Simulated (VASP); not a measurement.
A run of VASP 6.6.1:

File POSCAR:

```
Ag2O                                    
1.0
    4.7022019202      0.0000000000      0.0000000000
    0.0000000000      4.7022019202      0.0000000000
    0.0000000000      0.0000000000      4.7022019202
  Ag              O             
     4     2
Direct
     0.2500000000000000    0.2500000000000000    0.2500000000000000
     0.2500000000000000    0.7500000000000000    0.7500000000000000
     0.7500000000000000    0.7500000000000000    0.2500000000000000
     0.7500000000000000    0.2500000000000000    0.7500000000000000
     0.0000000000000000    0.0000000000000000    0.0000000000000000
     0.5000000000000000    0.5000000000000000    0.5000000000000000
```

The input INCAR.step1:

```
  PREC = Accurate
  ENCUT = 520
  EDIFF = 1E-6
  ISMEAR = 1
  SIGMA = 0.1
  LREAL = F
  LASPH = T
  NELM = 80
  ALGO = Normal
  ISIF = 2
  LWAVE = F
  LCHARG = T
  LMAXMIX = 4
  GGA = PE
  KPAR = 4
```

The input KPOINTS.step1:

```
regular mesh
0
Gamma
  8 8 8
```

INCAR.step2

```
  PREC = Accurate
  ENCUT = 520
  EDIFF = 1E-6
  ISMEAR = -5
  SIGMA = 0.1
  LREAL = F
  LASPH = T
  NELM = 80
  ALGO = Normal
  ISIF = 2
  LWAVE = F
  LCHARG = F
  LMAXMIX = 4
  GGA = PE
  LORBIT = 10
  KPAR = 4
  NEDOS = 2001
  ICHARG = 11
```

KPOINTS.step2

```
regular mesh
0
Gamma
  12 12 12
```

Potentials or basis: VASP PAW PBE potentials, release 64 (Ag, O).

Command:

```console
$ cat potpaw_PBE.64/Ag/POTCAR potpaw_PBE.64/O/POTCAR > POTCAR
$ cp INCAR.step1 INCAR
$ cp KPOINTS.step1 KPOINTS
$ mpirun -np 4 vasp_std > vasp.out
$ cp INCAR.step2 INCAR
$ cp KPOINTS.step2 KPOINTS
$ mpirun -np 4 vasp_std > vasp.out
```

Hardware: 4 MPI ranks on Intel(R) Xeon(R) 6975P-C (Granite Rapids), with other jobs on the host.

Question: How long does it take, and how much memory?

Answer: Wall time 30 s on 4 MPI ranks on Intel(R) Xeon(R) 6975P-C (Granite Rapids), on a shared host, peak memory 0.35 GiB a rank. Counts: scf iterations 8, k points 84.
